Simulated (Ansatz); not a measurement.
# Zn/BN/Cu under bias, part 5 of 5

Wanted: I(V) for Zn/BN/Cu. The lower electrode is Zn hcp(0001), the upper one Cu fcc(111); the barrier is BN zinc blende(111) (whole bilayers). In the first transport cell, after relaxation, the nearest pair of electrode and barrier is Zn–N at 2.60 Å, at a slant, too long for a bond, at the lower face and Cu–B at 2.48 Å, at a slant, at the upper one. A gap without bonds adds to the barrier. All share a net of side 2.66 Å, which strains the lower electrode by +0.0 %, the upper one by +3.6 % and the barrier by +3.6 %, against typed lattice constants near PBE's. The first steps treat the bulk electrodes alone.

Ansatz 0.2.0; PBE DFT, plane waves, PAW files (the session's first sound run).

So far. Step 5 (The voltage sweep): All 5 points reached self-consistency. On every other mesh point the currents change by up to 3 %. The leads' potential repeats within 88 meV, on the large side, so longer leads could move the currents. Step 6 (Transmission over a wide range of energy): At the Fermi level the transmission is 0.068, as a zone mean for one spin on this coarse mesh. At the Fermi level the layers of this cell's barrier hold from 0.031 to 0.31 states an eV and atom.

**7. A check of the settings**

This step: PBE DFT, plane waves, PAW files; current against voltage, self-consistent between two reservoirs; changed: scf.lower_state_search = "standard", kpoints.mp_grid.shift = [0.5, 0.5, 0.0] (Ansatz 0.2.0).

System of this step: Zn/BN/Cu. The cell holds 28 atoms: 11 Zn, 3 N, 3 B and 11 Cu. Cell: a = 2.660 Å, b = 2.660 Å, c = 68.446 Å, α = 90.0°, β = 90.0°, γ = 120.0°. Regions: left electrode, 11 atoms (11 Zn); barrier, 6 atoms (3 N and 3 B); right electrode, 11 atoms (11 Cu). Vacuum lies along c.

This run repeats an earlier one, its twin (the current run, 6 atomic planes between the electrodes), with two settings changed (kpoints.mp_grid.shift, scf.lower_state_search; files written aside). It is meant to test whether the SCF mesh is converged and how the run responds. Where the input is shown as a difference, that is against the step before, not the twin.

The input, input.yaml:

```yaml
crystal:
  lattice:
    - [2.66, 0.0, 0.0]
    - [-1.33, 2.3036275741, 0.0]
    - [0.0, 0.0, 68.4464667342]
  atoms:
    - { symbol: Zn, position: [0.0, 0.0, 0.1022697056] }
    - { symbol: Zn, position: [0.33333333, 0.66666667, 0.1393248046] }
    - { symbol: Zn, position: [0.0, 0.0, 0.1763799037] }
    - { symbol: Zn, position: [0.33333333, 0.66666667, 0.2134350028] }
    - { symbol: Zn, position: [0.0, 0.0, 0.2504901018] }
    - { symbol: Zn, position: [0.33333333, 0.66666667, 0.2875452009] }
    - { symbol: Zn, position: [0.0, 0.0, 0.3246003] }
    - { symbol: Zn, position: [0.33333333, 0.66666667, 0.361655399] }
    - { symbol: Zn, position: [0.0, 0.0, 0.3987104981] }
    - { symbol: Zn, position: [0.33333333, 0.66666667, 0.4357655971] }
    - { symbol: Zn, position: [0.0, 0.0, 0.4719290915] }
    - { symbol: "N", position: [0.33333333, 0.66666667, 0.5026181224] }
    - { symbol: B, position: [0.66666667, 0.33333333, 0.5090602685] }
    - { symbol: "N", position: [0.66666667, 0.33333333, 0.5327733891] }
    - { symbol: B, position: [0.0, 0.0, 0.5399096341] }
    - { symbol: "N", position: [0.0, 0.0, 0.5633211721] }
    - { symbol: B, position: [0.33333333, 0.66666667, 0.5706407523] }
    - { symbol: Cu, position: [0.66666667, 0.33333333, 0.5990733072] }
    - { symbol: Cu, position: [0.0, 0.0, 0.6293100718] }
    - { symbol: Cu, position: [0.33333333, 0.66666667, 0.659134541] }
    - { symbol: Cu, position: [0.66666667, 0.33333333, 0.6889590102] }
    - { symbol: Cu, position: [0.0, 0.0, 0.7187834794] }
    - { symbol: Cu, position: [0.33333333, 0.66666667, 0.7486079485] }
    - { symbol: Cu, position: [0.66666667, 0.33333333, 0.7784324177] }
    - { symbol: Cu, position: [0.0, 0.0, 0.8082568869] }
    - { symbol: Cu, position: [0.33333333, 0.66666667, 0.8380813561] }
    - { symbol: Cu, position: [0.66666667, 0.33333333, 0.8679058253] }
    - { symbol: Cu, position: [0.0, 0.0, 0.8977302944] }
kpoints:
  mp_grid: { grid: [12, 12, 1], shift: [0.5, 0.5, 0.0] }
scf:
  occupations: { method: fermi_dirac, width: 0.1 }
  max_iter: 150
  lower_state_search: standard
hamiltonian:
  xc: pbe
output:
  current_voltage:
    bias: [0.5, 2.0, -0.5, -2.0]
    kmesh: [24, 24]
    leads: [[4, 6], [22, 23]]
    electrode_ends: [10, 17]
  write_potential: true
  write_density: true
  volumetric_format: npy
```

Run with:

```console
$ ansatz run input.yaml --threads 4 --pin off --max-ram 16384MiB --backend cpu --events-out ev --progress --plain --runs-dir out
```

Numbers of over 12 decimals in the logs are rounded to 6 here.

The program printed:

```text
Warning: crystal.symmetry: narrowed to the stabiliser of the k-point mesh — unitary ops 6 → 2; excluded 4 operations that carry a point of the 12×12×1 mesh (shift [0.5, 0.5, 0]) off the mesh (the run samples exactly the mesh kpoints.mp_grid names, as under crystal.symmetry.detect: false, and its converged state has the mesh's symmetry, not the crystal's; ε∞, the Born charges and the force constants of a linear response (`dielectric:` by the response, `phonons.method: dfpt`) are averaged over those of the crystal's operations that the state keeps within a tolerance, where `mesh_tensors`, `unaveraged_element` or `gamma_mean_max_change_ev_ang2` stands beside them; [rest of the remark cut]
[...]
Crystal: 28 atoms, lattice volume = 419.416 Å³
Basis set: ecut = 420 eV, 8383 PW (Γ)
Bands: 219, of which v1, the nominal top of the filled ones, is band 183 counted from 1 (182 counted from 0)
Symmetry: 2 space group operations
k-points: 42 of 144 (time reversal used)
[...]
SCF iter   1: F=—  HF=-111009.407365 eV  |F-HF|=—  |Δ(HF+E_count)|=         —  Δρ=6.79e-3  dr2=2.16e1  ethr=1.77e-3  ⟨swp⟩=7.1  Hψ=38249  notcnv=0  defer=337
[...]
SCF iter  12: F=-111009.227563 eV  HF=-111009.227563 eV  |F-HF|=2.67e-8  |Δ(HF+E_count)|=   3.17e-9  Δρ=1.61e-6  dr2=2.89e-8  ethr=2.74e-11  ⟨swp⟩=2.8  Hψ=19215  notcnv=0
SCF 1 converged in 12 iterations: F = -111009.227563 eV  dr2 = 2.89e-8
[...]
bias +0 V, iteration  1: dr2 5.45e-2 eV, mean Fermi level 9.7473 eV
bias +0 V, iteration  2: dr2 1.16e-2 eV, mean Fermi level 9.7456 eV
bias +0 V, iteration  3: dr2 6.80e-3 eV, mean Fermi level 9.7477 eV
bias +0 V, iteration  4: dr2 2.30e-3 eV, mean Fermi level 9.7480 eV
bias +0 V, iteration  5: dr2 1.11e-3 eV, mean Fermi level 9.7485 eV
bias +0 V, iteration  6: dr2 1.69e-5 eV, mean Fermi level 9.7484 eV
bias +0 V, iteration  7: dr2 1.27e-5 eV, mean Fermi level 9.7485 eV
bias +0 V, iteration  8: dr2 4.51e-6 eV, mean Fermi level 9.7484 eV
bias +0 V, iteration  9: dr2 5.05e-7 eV, mean Fermi level 9.7484 eV
bias +0 V, iteration 10: dr2 5.68e-8 eV, mean Fermi level 9.7484 eV
bias +0.5 V, iteration  1: dr2 6.48e1 eV, mean Fermi level 9.8055 eV
bias +0.5 V, iteration  2: dr2 2.53e1 eV, mean Fermi level 9.7767 eV
bias +0.5 V, iteration  3: dr2 8.58e-1 eV, mean Fermi level 9.7508 eV
bias +0.5 V, iteration  4: dr2 8.21e-2 eV, mean Fermi level 9.7342 eV
bias +0.5 V, iteration  5: dr2 6.84e-3 eV, mean Fermi level 9.7322 eV
bias +0.5 V, iteration  6: dr2 4.72e-4 eV, mean Fermi level 9.7321 eV
bias +0.5 V, iteration  7: dr2 1.20e-4 eV, mean Fermi level 9.7324 eV
bias +0.5 V, iteration  8: dr2 2.47e-5 eV, mean Fermi level 9.7323 eV
bias +0.5 V, iteration  9: dr2 1.19e-5 eV, mean Fermi level 9.7322 eV
bias +0.5 V, iteration 10: dr2 2.83e-6 eV, mean Fermi level 9.7323 eV
bias +0.5 V, iteration 11: dr2 1.80e-7 eV, mean Fermi level 9.7323 eV
bias +0.5 V, iteration 12: dr2 9.07e-8 eV, mean Fermi level 9.7323 eV
bias +2 V, iteration  1: dr2 2.69e2 eV, mean Fermi level 9.7990 eV
bias +2 V, iteration  2: dr2 1.06e2 eV, mean Fermi level 9.7500 eV
bias +2 V, iteration  3: dr2 1.07e1 eV, mean Fermi level 9.7419 eV
bias +2 V, iteration  4: dr2 2.59e-1 eV, mean Fermi level 9.6955 eV
bias +2 V, iteration  5: dr2 2.32e-2 eV, mean Fermi level 9.6829 eV
bias +2 V, iteration  6: dr2 2.44e-2 eV, mean Fermi level 9.6938 eV
bias +2 V, iteration  7: dr2 1.47e-2 eV, mean Fermi level 9.6954 eV
bias +2 V, iteration  8: dr2 8.20e-4 eV, mean Fermi level 9.6942 eV
bias +2 V, iteration  9: dr2 5.83e-5 eV, mean Fermi level 9.6939 eV
bias +2 V, iteration 10: dr2 2.89e-5 eV, mean Fermi level 9.6938 eV
bias +2 V, iteration 11: dr2 7.06e-6 eV, mean Fermi level 9.6940 eV
bias +2 V, iteration 12: dr2 1.14e-6 eV, mean Fermi level 9.6940 eV
bias +2 V, iteration 13: dr2 5.24e-7 eV, mean Fermi level 9.6939 eV
bias +2 V, iteration 14: dr2 7.20e-8 eV, mean Fermi level 9.6939 eV
bias -0.5 V, iteration  1: dr2 1.11e-2 eV, mean Fermi level 9.7637 eV
bias -0.5 V, iteration  2: dr2 5.02e-3 eV, mean Fermi level 9.7644 eV
bias -0.5 V, iteration  3: dr2 2.09e-4 eV, mean Fermi level 9.7648 eV
bias -0.5 V, iteration  4: dr2 1.44e-4 eV, mean Fermi level 9.7659 eV
[...]
bias -2 V, iteration  2: dr2 1.10e2 eV, mean Fermi level 9.7633 eV
bias -2 V, iteration  3: dr2 9.27e0 eV, mean Fermi level 9.8149 eV
bias -2 V, iteration  4: dr2 4.67e-1 eV, mean Fermi level 9.8154 eV
bias -2 V, iteration  5: dr2 2.20e-2 eV, mean Fermi level 9.8237 eV
bias -2 V, iteration  6: dr2 7.44e-3 eV, mean Fermi level 9.8244 eV
bias -2 V, iteration  7: dr2 3.50e-3 eV, mean Fermi level 9.8259 eV
bias -2 V, iteration  8: dr2 7.04e-4 eV, mean Fermi level 9.8250 eV
bias -2 V, iteration  9: dr2 1.46e-4 eV, mean Fermi level 9.8248 eV
bias -2 V, iteration 10: dr2 5.93e-5 eV, mean Fermi level 9.8249 eV
bias -2 V, iteration 11: dr2 9.97e-6 eV, mean Fermi level 9.8249 eV
bias -2 V, iteration 12: dr2 1.65e-6 eV, mean Fermi level 9.8250 eV
bias -2 V, iteration 13: dr2 8.30e-8 eV, mean Fermi level 9.8250 eV
transmission: 649 of 6437 steps passed
transmission: 1289 of 6437 steps passed
[...]
transmission: 6437 of 6437 steps passed
[...]
SCF converged after 12 iterations
Free energy (F): -111009.227563 eV
[...]
Internal energy: -111009.007083 eV  (E = F + TS)
E sigma→0 (E₀):  -111009.117323 eV
Entropy (-TS):   -0.220481 eV (-7.874 meV/atom)
Fermi energy:    9.742321 eV
[...]
--- Band table (eV; the first three rows and the last of 42) ---
  k-point 0: bands = [... 179 lower, 7.9986, 8.0545, 8.0678, 8.1655, 8.1983, 8.2103, 8.2265, 8.4862, ... 32 higher]
  k-point 1: bands = [... 179 lower, 8.0147, 8.0596, 8.1674, 8.1865, 8.2254, 8.3549, 8.6182, 9.0597, ... 32 higher]
  k-point 2: bands = [... 179 lower, 8.1847, 8.1929, 8.2440, 8.3544, 8.6049, 9.0142, 9.1278, 9.7697, ... 32 higher]
  k-point 41: bands = [... 179 lower, 9.3657, 9.4375, 9.6532, 9.9124, 10.2443, 10.3341, 10.3510, 10.5067, ... 32 higher]
--- Current–voltage curve ---
[...]
electrodes : end at 32.30 and 41.00 Å
  density    : 251 bands, filled at a thermal energy of 1.000e-1 eV; current at 300 K
[...]
-0.5    -2.2347e-6          -2.2434e-6           -2.2348e-6      6.1684e-11     -0.459          -5.78e-4           65.7   9
        -2    -8.3354e-6          -8.3783e-6           -8.3354e-6       2.0504e-9     -1.849          -1.51e-3           53.6   13
  At 0 V the conductance is 4.6045e-6 S, 7.5143e13 S/m².
[...]
```

It took 66 min on 4 threads of Arm Neoverse V1, shared host; peak memory 5.1 GiB.

This step gave:

- free energy: -111009.2276 eV
- Fermi energy: 9.742 eV
- conductance at zero bias: 7.51e13 S/m²

Checks by voltage:

| bias (V) | current density (ampere/m²) | current on every other mesh point (ampere) | drop across the junction (V) | electrons moved | electrons in bound states | misfit, lower lead (eV) | misfit, upper lead (eV) | iterations |
| --- | --- | --- | --- | --- | --- | --- | --- | --- |
| -2 | -1.36e14 | -8.38e-6 | -1.849 | -0.00151 | 3.44e-4 | 0.02592 | 0.05356 | 13 |
| -0.5 | -3.65e13 | -2.24e-6 | -0.4592 | -5.78e-4 | 1.90e-5 | 0.06569 | 0.06514 | 9 |
| 0 | 0 | 0 | 0 | 0 | 0 | 0.0825 | 0.06816 | 10 |
| 0.5 | 3.77e13 | 2.33e-6 | 0.4587 | 9.09e-4 | 2.05e-5 | 0.08921 | 0.07137 | 12 |
| 2 | 1.39e14 | 8.32e-6 | 1.855 | 0.007284 | 0.01123 | 0.1093 | 0.07509 | 14 |

Cell area 6.128 Å^2. Table of current through one cell by bias:

| bias (V) | current through one cell (μA) |
| --- | --- |
| -2.00 | -8.34 |
| -0.50 | -2.23 |
| 0.00 | 0 |
| 0.50 | 2.31 |
| 2.00 | 8.52 |

Bias 0 V. The transmission and channels, zone mean by energy, zero at the mean Fermi level:

| energy (eV) | transmission | channels, left | channels, right |
| --- | --- | --- | --- |
| -0.259 | 0.0763 | 0.668 | 0.818 |
| -0.233 | 0.0746 | 0.668 | 0.818 |
| -0.207 | 0.0724 | 0.668 | 0.818 |
| -0.181 | 0.0667 | 0.648 | 0.814 |
| -0.155 | 0.0654 | 0.648 | 0.807 |
| -0.129 | 0.0644 | 0.648 | 0.807 |
| -0.103 | 0.0632 | 0.641 | 0.828 |
| -0.078 | 0.0621 | 0.616 | 0.828 |
| -0.052 | 0.0605 | 0.595 | 0.828 |
| -0.026 | 0.0598 | 0.595 | 0.828 |
| 0.000 | 0.0593 | 0.616 | 0.828 |
| 0.026 | 0.0588 | 0.616 | 0.870 |
| 0.052 | 0.0584 | 0.616 | 0.891 |
| 0.078 | 0.0579 | 0.616 | 0.891 |
| 0.103 | 0.0569 | 0.595 | 0.891 |
| 0.129 | 0.0556 | 0.585 | 0.891 |
| 0.155 | 0.0485 | 0.575 | 0.880 |
| 0.181 | 0.0482 | 0.575 | 0.880 |
| 0.207 | 0.0480 | 0.580 | 0.880 |
| 0.233 | 0.0479 | 0.613 | 0.880 |
| 0.259 | 0.0476 | 0.613 | 0.880 |

Bias 2 V. Table of transmission and channels, zone mean by energy, zero at the mean Fermi level:

| energy (eV) | transmission | channels, left | channels, right |
| --- | --- | --- | --- |
| -1.189 | 0.150 | 0.809 | 0.818 |
| -1.112 | 0.153 | 0.809 | 0.818 |
| -1.008 | 0.137 | 0.825 | 0.828 |
| -0.905 | 0.129 | 0.845 | 0.884 |
| -0.801 | 0.118 | 0.851 | 0.891 |
| -0.698 | 0.112 | 0.856 | 0.880 |
| -0.595 | 0.0968 | 0.856 | 0.870 |
| -0.491 | 0.0920 | 0.783 | 0.870 |
| -0.388 | 0.0867 | 0.783 | 0.880 |
| -0.310 | 0.0834 | 0.804 | 0.880 |
| -0.207 | 0.0596 | 0.814 | 0.859 |
| -0.103 | 0.0566 | 0.731 | 0.911 |
| 0.000 | 0.0433 | 0.752 | 0.901 |
| 0.103 | 0.0397 | 0.720 | 0.901 |
| 0.207 | 0.0354 | 0.752 | 0.901 |
| 0.310 | 0.0228 | 0.752 | 0.891 |
| 0.388 | 0.0172 | 0.752 | 0.870 |
| 0.491 | 0.0149 | 0.720 | 0.870 |
| 0.595 | 0.0109 | 0.717 | 0.854 |
| 0.698 | 0.00963 | 0.668 | 0.875 |
| 0.801 | 0.00746 | 0.648 | 0.885 |
| 0.905 | 0.00530 | 0.595 | 0.844 |
| 1.008 | 0.00465 | 0.616 | 0.812 |
| 1.112 | 0.00448 | 0.575 | 0.812 |
| 1.189 | 0.00472 | 0.613 | 0.802 |

Bias -2 V. The transmission and channels, zone mean by energy, zero at the mean Fermi level:

| energy (eV) | transmission | channels, left | channels, right |
| --- | --- | --- | --- |
| -1.189 | 0.105 | 0.668 | 1.72 |
| -1.163 | 0.116 | 0.668 | 1.65 |
| -1.112 | 0.105 | 0.648 | 1.68 |
| -1.086 | 0.124 | 0.648 | 1.66 |
| -1.008 | 0.119 | 0.616 | 1.64 |
| -0.905 | 0.0933 | 0.616 | 1.74 |
| -0.801 | 0.0855 | 0.585 | 2.12 |
| -0.750 | 0.0827 | 0.575 | 2.18 |
| -0.698 | 0.0796 | 0.613 | 2.00 |
| -0.595 | 0.0718 | 0.658 | 0.998 |
| -0.491 | 0.0647 | 0.710 | 0.554 |
| -0.388 | 0.0590 | 0.814 | 0.616 |
| -0.310 | 0.0553 | 0.762 | 0.627 |
| -0.207 | 0.0517 | 0.793 | 0.627 |
| -0.103 | 0.0488 | 0.752 | 0.674 |
| 0.000 | 0.0488 | 0.898 | 0.715 |
| 0.103 | 0.0465 | 0.929 | 0.715 |
| 0.207 | 0.0454 | 0.932 | 0.736 |
| 0.310 | 0.0427 | 0.995 | 0.757 |
| 0.388 | 0.0410 | 0.995 | 0.809 |
| 0.491 | 0.0395 | 1.07 | 0.819 |
| 0.595 | 0.0379 | 1.15 | 0.818 |
| 0.698 | 0.0371 | 1.15 | 0.818 |
| 0.801 | 0.0304 | 1.13 | 0.828 |
| 0.905 | 0.0302 | 1.14 | 0.828 |
| 1.008 | 0.0320 | 1.15 | 0.891 |
| 1.112 | 0.0243 | 1.11 | 0.880 |
| 1.189 | 0.0242 | 1.19 | 0.880 |

Hartree potential energy less that at 0 V, planar mean against z:

| z (Å) | 0.5 V (eV) | 2 V (eV) | -0.5 V (eV) | -2 V (eV) |
| --- | --- | --- | --- | --- |
| 0.0 | -0.0231 | -0.0795 | 0.00854 | 0.0525 |
| 2.5 | 0.0916 | 0.385 | -0.111 | -0.421 |
| 5.0 | 0.202 | 0.827 | -0.215 | -0.853 |
| 7.5 | 0.231 | 0.935 | -0.227 | -0.912 |
| 10.0 | 0.230 | 0.932 | -0.230 | -0.912 |
| 12.5 | 0.227 | 0.919 | -0.231 | -0.917 |
| 15.0 | 0.224 | 0.906 | -0.227 | -0.906 |
| 17.5 | 0.219 | 0.887 | -0.216 | -0.873 |
| 20.0 | 0.217 | 0.879 | -0.210 | -0.848 |
| 22.5 | 0.214 | 0.873 | -0.211 | -0.861 |
| 25.0 | 0.214 | 0.878 | -0.212 | -0.867 |
| 27.5 | 0.212 | 0.883 | -0.206 | -0.867 |
| 30.0 | 0.215 | 0.903 | -0.208 | -0.881 |
| 32.5 | 0.211 | 0.882 | -0.206 | -0.874 |
| 35.0 | 0.131 | 0.408 | -0.134 | -0.594 |
| 37.5 | -0.0731 | -0.367 | 0.0810 | 0.356 |
| 40.0 | -0.241 | -0.982 | 0.246 | 1.05 |
| 42.5 | -0.235 | -0.959 | 0.240 | 0.992 |
| 45.0 | -0.242 | -0.980 | 0.243 | 0.981 |
| 47.5 | -0.245 | -0.987 | 0.248 | 0.993 |
| 50.0 | -0.242 | -0.974 | 0.248 | 0.995 |
| 52.5 | -0.248 | -0.991 | 0.252 | 1.01 |
| 55.0 | -0.259 | -1.03 | 0.260 | 1.05 |
| 57.5 | -0.266 | -1.05 | 0.265 | 1.07 |
| 60.0 | -0.265 | -1.05 | 0.267 | 1.08 |
| 62.5 | -0.265 | -1.05 | 0.266 | 1.07 |
| 65.0 | -0.180 | -0.715 | 0.174 | 0.705 |
| 67.5 | -0.0665 | -0.255 | 0.0540 | 0.232 |

The zero-bias conductance is 7.5e13 S/m² against 7.8e13 S/m² in the twin: a change of -3 %, at 2.2 times the CPU time.

**8. Outcome**

```
conductance at zero bias  : 7.8e13 S/m²
current density at -2 V   : -1.4e14 A/m²
current density at -0.5 V : -3.8e13 A/m²
current density at +0.5 V : 3.9e13 A/m²
current density at +2 V   : 1.5e14 A/m²
```

In words: At 2 V the junction carries 1.5e14 A/m². Against the linear law (zero-bias conductance times bias) the currents are 0.89 (-2 V), 0.98 (-0.5 V), 1.0 (+0.5 V) and 0.94 (+2 V) times as large. A transmission of 0.068 across 8.7 Å is too high for tunnelling deep in a gap, so the spacer works as a low barrier at best. The forward current is 1.0 times the reverse one at ±0.5 V and 1.1 times the reverse one at ±2 V. On every other mesh point the current differs by up to 3.4 %, and the leads' misfit reaches 88 meV; ratios near 1 within such errors aren't resolved. At +2 V states bound at the junction, filled by the side they lie on, hold more charge than the bias moved, so the potential there rests on that rule. Between 91 and 92 % of the bias drops across the junction. No spin-orbit coupling, phonons, disorder or image charges enter; the interfaces are ordered, one cell wide and lattice-matched by strain. Semilocal gaps are too small, which can bring a band edge of the barrier nearer to the Fermi level than it is.

[Logs are printed without paths, hosts, clocks, repeated set-up lines and the standing remarks that a program may print on its own settings, such as how far it seeks lower states.]

[Hosts, paths, dates, database ids (printed as entryN), source tags and the programs' standing remarks are cut or masked in the printed files.]
